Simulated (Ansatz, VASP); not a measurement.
**Two plane-wave programs on SrCl2**

INCAR

```
ALGO     = Normal         # electronic algorithm
EDIFF    = 1E-6           # SCF threshold, eV
ENCUT    = 520            # plane-wave cutoff, eV
ISIF     = 2              # what is computed and relaxed
ISMEAR   = 0              # smearing method
LASPH    = True           # aspherical terms in the spheres
LCHARG   = False          # write CHGCAR
LREAL    = False          # projectors in reciprocal space
LWAVE    = False          # write WAVECAR
NBANDS   = 19             # bands
NELM     = 100            # most SCF steps
PREC     = Accurate       # precision mode
SIGMA    = 0.05           # smearing width, eV
```

File KPOINTS:

```
k-points
0
Gamma
  6 6 6
```

File POSCAR:

```
SrCl2
1.0
    0.0000000000      3.4855000000      3.4855000000
    3.4855000000      0.0000000000      3.4855000000
    3.4855000000      3.4855000000      0.0000000000
Sr Cl
1 2
Direct
    0.0000000000      0.0000000000      0.0000000000
    0.2500000000      0.2500000000      0.2500000000
    0.7500000000      0.7500000000      0.7500000000
```

Input for Ansatz:

```yaml
crystal:
  lattice:
    - [0.0, 3.4855, 3.4855]
    - [3.4855, 0.0, 3.4855]
    - [3.4855, 3.4855, 0.0]
  atoms:
    - { symbol: Sr, position: [0.0, 0.0, 0.0] }
    - { symbol: Cl, position: [0.25, 0.25, 0.25] }
    - { symbol: Cl, position: [0.75, 0.75, 0.75] }
basis:
  ecutwfc: 420
kpoints:
  mp_grid: { grid: [6, 6, 6] }
hamiltonian:
  xc: lda
scf:
  occupations: { method: gaussian, width: 0.05 }
output:
  forces: true
  stress: true
  eigenvalues: true
```

Alike in both runs: task single point; functional LDA; k mesh 6 × 6 × 6; occupations gaussian, width 0.05 eV; no spin polarisation.

|  | VASP | Ansatz |
| --- | --- | --- |
| version | VASP 6.6.1 | Ansatz 0.2.0 |
| potentials or method | VASP PAW LDA potentials, release 64 (Sr_sv, Cl) | scalar-relativistic, plane waves, PAW |
| plane-wave cutoff (eV) | 520 | 420 |
| valence electrons in the cell | 24 | 24 |

|  | VASP | Ansatz | Ansatz less VASP |
| --- | --- | --- | --- |
| gap on the k mesh at the Fermi level (eV) | 4.89 | 4.89 | -0.006 |
| least direct gap on the mesh (eV) | 5.15 | 5.16 | +0.006 |
| pressure (GPa) | -2.7 | -2.8 | -0.12 |

A k mesh can miss the band edges. Expect the measured gap to be larger: semilocal functionals such as LDA lack the derivative discontinuity.
